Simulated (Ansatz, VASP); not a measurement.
**H: VASP beside Ansatz**

Contents of INCAR:

```
SYSTEM = H
ALGO = Normal
EDIFF = 1E-7
ENCUT = 520
GGA = CA
ISIF = 2
ISMEAR = 0
LASPH = .True.
LCHARG = .False.
LREAL = .False.
LWAVE = .False.
NBANDS = 10
NELM = 60
PREC = Accurate
SIGMA = 0.05
```

File KPOINTS:

```
k-points
0
Gamma
  8 8 4
  0 0 0
```

File POSCAR:

```
H
1.0
    1.6073185635     -2.6633960242      0.0000000000
    1.6073185635      2.6633960242      0.0000000000
    0.0000000000      0.0000000000      6.3137686200
H
4
Direct
    0.5678085000      0.4321915000      0.9995149500
    0.4321915000      0.5678085000      0.0004850500
    0.4321915000      0.5678085000      0.4995149500
    0.5678085000      0.4321915000      0.5004850500
```

Input for Ansatz:

```yaml
crystal:
  lattice:
    - [1.6073185635, -2.6633960242, 0.0]
    - [1.6073185635, 2.6633960242, 0.0]
    - [0.0, 0.0, 6.31376862]
  atoms:
    - { symbol: H, position: [0.5678085, 0.4321915, 0.99951495] }
    - { symbol: H, position: [0.4321915, 0.5678085, 0.00048505] }
    - { symbol: H, position: [0.4321915, 0.5678085, 0.49951495] }
    - { symbol: H, position: [0.5678085, 0.4321915, 0.50048505] }
basis:
  ecutwfc: 420
kpoints:
  mp_grid: { grid: [8, 8, 4] }
hamiltonian:
  xc: lda
scf:
  occupations: { method: gaussian, width: 0.05 }
output:
  forces: true
  stress: true
  eigenvalues: true
```

Change from the starting cell: strain -0.025 along x and y, +0.000 along z, atoms carried along.

Alike in both runs: task single point; functional LDA; k mesh 8 × 8 × 4; occupations gaussian, width 0.05 eV; no spin polarisation.

|  | VASP | Ansatz |
| --- | --- | --- |
| version | VASP 6.6.1 | Ansatz 0.2.0 |
| potentials or method | VASP PAW LDA potentials, release 64 (H) | scalar-relativistic, plane waves, PAW |
| plane-wave cutoff (eV) | 520 | 420 |
| valence electrons in the cell | 4 | 4 |

VASP gave:

```
gap on the k mesh at the Fermi level (eV)       : 7.94
least direct gap on the mesh (eV)               : 7.96
pressure (GPa)                                  : 1.8
largest component of the traceless stress (GPa) : 4.72
rms of the force components (eV/Å)              : 0.995
```

Task: What did Ansatz give for the same quantities?

Result: gap on the k mesh at the Fermi level (eV): 7.95; least direct gap on the mesh (eV): 7.96; pressure (GPa): 2.0; largest component of the traceless stress (GPa): 4.73; rms of the force components (eV/Å): 0.992.

Atom by atom the forces differ by 0.004 eV/Å (rms over components).

Caveats: forces of over 1 eV/Å show positions far from the minimum, so gaps and moduli don't describe the material at rest. A k mesh can miss the band edges.
